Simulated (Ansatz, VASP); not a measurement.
C: VASP beside Ansatz

```
CELL_PARAMETERS angstrom
0.00000 1.82076 1.82076
1.82076 0.00000 1.82076
1.82076 1.82076 0.00000
ATOMIC_POSITIONS crystal
C 0.00000 0.00000 0.00000
C 0.25000 0.25000 0.25000
```

Alike in both runs: task single point; functional PBE; k mesh 12 × 12 × 12; occupations gaussian, width 0.02 eV; no spin polarisation.

|  | VASP | Ansatz |
| --- | --- | --- |
| version | VASP 6.6.1 | Ansatz 0.2.0 |
| potentials or method | VASP PAW PBE potentials, release 64 (C) | scalar-relativistic, plane waves, PAW |
| plane-wave cutoff (eV) | 520 | 420 |
| valence electrons in the cell | 8 | 8 |

```tsv
	VASP	Ansatz	Ansatz less VASP
gap on the k mesh at the Fermi level (eV)	4.01	4.02	+0.011
least direct gap on the mesh (eV)	5.42	5.43	+0.008
pressure (GPa)	-22.1	-22.6	-0.44
```

Caveats: so large a pressure means that the cell lies far from this level's equilibrium, or that cutoff or potentials fall short (VASP).
